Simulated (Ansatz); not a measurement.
## Structures of Ti₂O: which is lowest?

Plane-wave DFT in Ansatz with scalar-relativistic PAW potentials, cutoff 500 eV, Γ-centred meshes chosen by cell and gap, Gaussian smearing with energies taken to zero width. Every cell was relaxed (cell and atoms) in a run of its own, within the symmetry of its start. Functional: r2SCAN.

Relaxed structures (starts from databases or built by putting these elements on another compound's sites):
A. P6_3/mmc, 6 atoms in the computed cell, a = 2.903 Å, c = 10.018 Å; sites (symmetry × multiplicity) Ti 3m. × 4, O -6m2 × 2; start: built
B. P2/m, 9 atoms in the computed cell, a = 4.696 Å, b = 2.929 Å, c = 8.152 Å, β = 92.1°; sites (symmetry × multiplicity) Ti m × 2 + m × 2 + m × 2, O 2/m × 1 + m × 2; start: database
C. P-3m1, 3 atoms in the computed cell, a = 2.951 Å, c = 4.813 Å; sites (symmetry × multiplicity) Ti 3m. × 2, O -3m. × 1; start: database

Rank them by energy. Could pressure change the order?

| structure | group | E − E(lowest) (meV/atom) | V (Å³/atom) | gap on mesh (eV) |
| --- | --- | --- | --- | --- |
| C | P-3m1 | 0.0 | 12.10 | 0.00 |
| B | P2/m | 58 | 12.45 | 0.00 |
| A | P6_3/mmc | 95 | 12.19 | 0.00 |

C is lowest, 58 meV/atom under B. The lowest is also the densest of these, so pressure wouldn't bring one of the others in at first order. Other structures may lie lower than all of these, and vibrations aren't counted.

Spin polarisation was left out, and a magnetic state may lie lower.